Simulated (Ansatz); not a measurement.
## ZnCu: changes ranked by their effect on the pressure

```
CELL_PARAMETERS angstrom
2.94500 0.00000 0.00000
0.00000 2.94500 0.00000
0.00000 0.00000 2.94500
ATOMIC_POSITIONS crystal
Zn 0.50000 0.50000 0.50000
Cu 0.00000 0.00000 0.00000
```

Atoms are numbered in the order listed.

The cell is COD entry 9008814, as deposited and not checked against the literature; nothing was relaxed.

Method: Ansatz 0.2.0, DFT, PBE, all-electron LAPW, scalar-relativistic.

The runs use a Γ-centred 14×14×14 k mesh, Fermi–Dirac smearing of 0.08 eV, basis error target 0.25 meV/atom, no spin polarisation.

In this reference run the pressure is 2.3 GPa (positive in compression). Each change below is made alone, on the same k mesh, with fractional coordinates held unless an atom is moved; x, y and z are the Cartesian axes.

Q: One change shifts the pressure by +0.8 GPa. Which?
A. volume scaled by 1.02
B. xy engineering shear strain of -2 %
C. atom 1 (Zn) moved by (0.0849, 0.0849, 0.0000) Å
D. volume scaled by 0.98

A: C. The others give: volume scaled by 1.02, -2.4 GPa; xy engineering shear strain of -2 %, +0.1 GPa; volume scaled by 0.98, +2.7 GPa.
